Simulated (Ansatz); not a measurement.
Write the native input for Ansatz 0.2.0 that does the following.

- Task: relaxation of cell and atoms
- Functional: PBE
- Dispersion: D3(BJ)
- Potentials or basis: Ansatz PAW
- Cutoff: 420 eV (not typed: the program's choice for these potentials)
- k mesh: 10 × 10 × 10
- Occupations: fermi-dirac, width 0.05 eV
- Spin: collinear spin, ferromagnetic start
- Starting moments: [0.6, 3.0, 0.0, 0.0] μB

The system is CrCuO2.

```
Cu Cr O
1.0
     1.48670    0.85835    5.70000
    -1.48670    0.85835    5.70000
     0.00000   -1.71669    5.70000
Cu Cr O
1 1 2
Direct
  0.00000 0.00000 0.00000
  0.50000 0.50000 0.50000
  0.89208 0.89208 0.89208
  0.10792 0.10792 0.10792
```

The input as run:

input.yaml

```yaml
crystal:
  lattice:
    - [1.4867, 0.8583466452, 5.7]
    - [-1.4867, 0.8583466452, 5.7]
    - [0.0, -1.7166932904, 5.7]
  atoms:
    - { symbol: Cu, position: [0.0, 0.0, 0.0], spin: 0.6 }
    - { symbol: Cr, position: [0.5, 0.5, 0.5], spin: 3.0 }
    - { symbol: O, position: [0.89208, 0.89208, 0.89208] }
    - { symbol: O, position: [0.10792, 0.10792, 0.10792] }
hamiltonian:
  xc: pbe
  pseudopotentials: { kind: paw }
  dispersion: d3bj
magnetization:
  spin_polarized: true
kpoints:
  mp_grid: { grid: [10, 10, 10] }
scf:
  occupations: { method: fermi_dirac, width: 0.05 }
output:
  forces: true
  stress: true
relax:
  f_tol: 0.01
  max_steps: 40
  cell: { stress_tol: 0.05 }
```

Potentials or basis: Ansatz PAW.

Run with:

```console
$ ansatz run input.yaml --threads 2 --pin off --max-ram 5632MiB --backend cpu --events-out ev --progress --plain --runs-dir out
```

Results of the run:

```json
{
 "Relaxed volume": "10.95 Å³/atom",
 "Relaxed cell": "a = 5.948 Å, b = 5.948 Å, c = 5.948 Å, α = 29.01°, β = 29.01°, γ = 29.01°",
 "Space group after relaxing (to 0.05 Å)": "R-3m (No. 166)",
 "Energy gained by relaxing": "0.1 meV/atom",
 "Ionic steps": "4",
 "Pressure after relaxing": "0.0 GPa",
 "Band gap on the k mesh": "1.11 eV",
 "Net moment": "3.00 μB per cell",
 "Absolute moment": "3.06 μB per cell",
 "Site moments": "Cu +0.01; Cr +2.40; O +0.01 μB"
}
```

Caveat: the plane-wave basis is chosen anew once the cell has moved, so the energies of steps on either side of that aren't comparable; the pressure holds a Pulay correction of +0.6 GPa for the finite cutoff; only a ferromagnetic start was run, and an antiferromagnetic order may lie lower in energy.

Run time: 70 s on 2 threads of AMD EPYC (Zen 3) (shared host), peak memory 0.55 GiB.
